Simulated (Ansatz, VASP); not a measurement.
# One calculation of SnTe, two programs

```xyz
2
Lattice="0.0000 3.1509 3.1509 3.1509 0.0000 3.1509 3.1509 3.1509 0.0000" Properties=species:S:1:pos:R:3 pbc="T T T"
Te    3.1509    3.1509    3.1509
Sn    0.0000    0.0000    0.0000
```

Alike in both runs: task single point; functional PBE; k mesh 7 × 7 × 7; occupations gaussian, width 0.022 eV; no spin polarisation.

|  | VASP | Ansatz |
| --- | --- | --- |
| version | VASP 6.6.1 | Ansatz 0.2.0 |
| potentials or method | VASP PAW PBE potentials, release 64 (Te, Sn_d) | Ansatz PAW |
| plane-wave cutoff (eV) | 520 | 420 |
| valence electrons in the cell | 20 | 30 |

|  | VASP | Ansatz | Ansatz less VASP |
| --- | --- | --- | --- |
| gap on the k mesh at the Fermi level (eV) | 0.66 | 0.66 | +0.001 |
| least direct gap on the mesh (eV) | 0.66 | 0.66 | +0.001 |
| pressure (GPa) | 2.2 | 2.2 | +0.06 |

The two sets of potentials don't hold the same shells in valence.

The runs have no spin-orbit coupling, so splittings on Te are missing.
